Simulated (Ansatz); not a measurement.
Crystal: Ge.

```xyz
1
Lattice="1.3971 -2.6005 0.0000 1.3971 2.6005 0.0000 0.0000 0.0000 2.6982" Properties=species:S:1:pos:R:3 pbc="T T T"
Ge    1.3971    0.0000    0.0000
```

This isn't the form of Ge at room conditions, which is diamond.

| Item | Value |
| --- | --- |
| Program | Ansatz 0.2.0 |
| Task | relaxation of cell and atoms |
| Functional | RPBE |
| Potentials or basis | Ansatz PAW |
| Cutoff | 420 eV (not typed: the program's choice for these potentials) |
| k mesh | 11 × 11 × 10 |
| Occupations | fermi-dirac, width 0.05 eV |
| Spin | no spin polarisation |

At the start: volume 19.61 Å³/atom.

**Question.** How do energy, volume and symmetry change on relaxing?

**Answer.** It ends after 7 steps and the volume is 19.89 Å³/atom (+1.4 %); space group Cmmm (No. 65, to 0.05 Å).

The path:
```csv
step,energy change (eV),largest force (eV/Å),volume (Å³)
1,0.0000,0.0000,19.61
2,-0.0051,0.0000,19.89
3,-0.0058,0.0000,19.86
4,-0.0059,0.0000,19.87
5,-0.0060,0.0000,19.92
6,-0.0060,0.0000,19.89
7,-0.0060,0.0000,19.89
```

Final structure:
```xyz
1
Lattice="1.4367 -2.5254 0.0000 1.4367 2.5254 0.0000 0.0000 0.0000 2.7408" Properties=species:S:1:pos:R:3 pbc="T T T"
Ge    1.4367    0.0000    0.0000
```

Caveat: the plane-wave basis is chosen anew once the cell has moved, so the energies of steps on either side of that aren't comparable; the PAW data sets come from PBE, with cores solved anew for the run's functional, which leaves a small shift of forces and pressure.
